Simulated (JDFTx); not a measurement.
Re under changes of volume

One of the cells (14.714 Å³/atom); the others are scaled copies at fixed shape and fractional positions:

```xyz
2
Lattice="2.7608 0.0000 0.0000 -1.3804 2.3909 0.0000 0.0000 0.0000 4.4582" Properties=species:S:1:pos:R:3 pbc="T T T"
Re    1.3804    0.7970    3.3436
Re    0.0000    1.5939    1.1145
```

```yaml
Program: JDFTx 1.7.0 (patched build)
Functional: PBEsol
Potentials_or_basis: PseudoDojo-SR-PBEsol-0.4.1-standard
Cutoff: 980 eV
Density_cutoff: 7837 eV
k_mesh: 11 × 11 × 6
Occupations: fermi-dirac, width 0.05 eV
Spin: no spin polarisation
```

```csv
volume (Å³/atom),energy over the lowest point (meV/atom),pressure (GPa)
13.831,?,?
14.125,14.35,12.3
14.420,0.00,3.6
14.714,0.87,-4.3
15.008,15.39,-11.3
15.303,42.13,-17.6
15.597,79.81,-23.2
```

Task: What does the run at 13.831 Å³/atom give?

Result: Energy over the lowest point 45.66 meV/atom; pressure 22.0 GPa.

Worked out: A Birch-Murnaghan fit of order 3 (a polynomial in V^(-2/3)) to the other rows has its minimum at 14.55 Å³/atom with B0 = V·E''(V) = 390 GPa and B' = 4.4 at fixed shape and positions, which overstates the stiffness. It gives 45.59 meV/atom at 13.831 Å³/atom, against the run's 45.66, and -dE/dV = 22.0 GPa, against 22.0.

Energies are extrapolated to zero smearing.
